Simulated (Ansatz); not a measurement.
Runs of Ansatz 0.2.0 on CdO (Monteponite). It takes space group Fm-3m (No. 225, cubic). Conventional cell: a = 4.699 Å, b = 4.699 Å, c = 4.699 Å, α = 90.00°, β = 90.00°, γ = 90.00°. Cd (site symmetry m-3m) has 6 O at 2.35 Å as nearest neighbours. O (site symmetry m-3m) has 6 Cd at 2.35 Å as nearest neighbours. 

| task | level | spin | cell | k mesh | points for each segment of the path | mesh quality | gap on the mesh (eV) | pressure (GPa) | relaxed volume (Å³/atom) |
| --- | --- | --- | --- | --- | --- | --- | --- | --- | --- |
| band structure | LDA | SOC, no magnetisation | as given | 7 × 7 × 7 | 14 | not flagged | none | -6.2 | - |
| relaxation of cell and atoms | LDA | off | relaxed | 10 × 10 × 10 | - | not flagged | - | 0.0 | 12.44 |
| relaxation of cell and atoms | HSE03 | off | relaxed | 5 × 5 × 5 | - | coarse | 0.83 | 0.0 | (b) |
| band structure | RPBE | off | as given | 10 × 10 × 10 | 14 | not flagged | none | (c) | - |
| single point | HSE06 | SOC, no magnetisation | as given | 4 × 4 × 4 | - | coarse | 0.92 | 0.6 | - |
| band structure | BLYP | off | as given | 10 × 10 × 10 | 14 | not flagged | none | 11.8 | - |
| relaxation of cell and atoms | revPBE | off | relaxed | 10 × 10 × 10 | - | not flagged | none | 0.0 | 13.89 |
| band structure | PBEsol | SOC, no magnetisation | as given | 7 × 7 × 7 | 14 | not flagged | none | (a) | - |

Alike in all rows: potentials or basis Ansatz PAW; cutoff (eV) 420; smearing fermi-dirac 0.05 eV.

Estimate the missing entries.

(a) -0.8; (b) 13.05; (c) 10.6.

Caveats: some runs use coarse meshes; the PAW data sets come from PBE, with cores solved anew for the run's functional, which leaves a small shift of forces and pressure; this crystal is a semiconductor, whose small gap the functional closes, so the metal is an error of the method (some runs); the plane-wave basis is chosen anew once the cell has moved, so the energies of steps on either side of that aren't comparable (some runs); odd divisions of the mesh miss points on the zone boundary, where band edges often lie, so the gap on the mesh can be too wide (some runs); the thresholds are loose for stress (some runs).

A k mesh can miss the band edges, and rows without SOC leave out spin-orbit coupling on Cd.

A gap of «none» marks a metal or a gap under the smearing width.
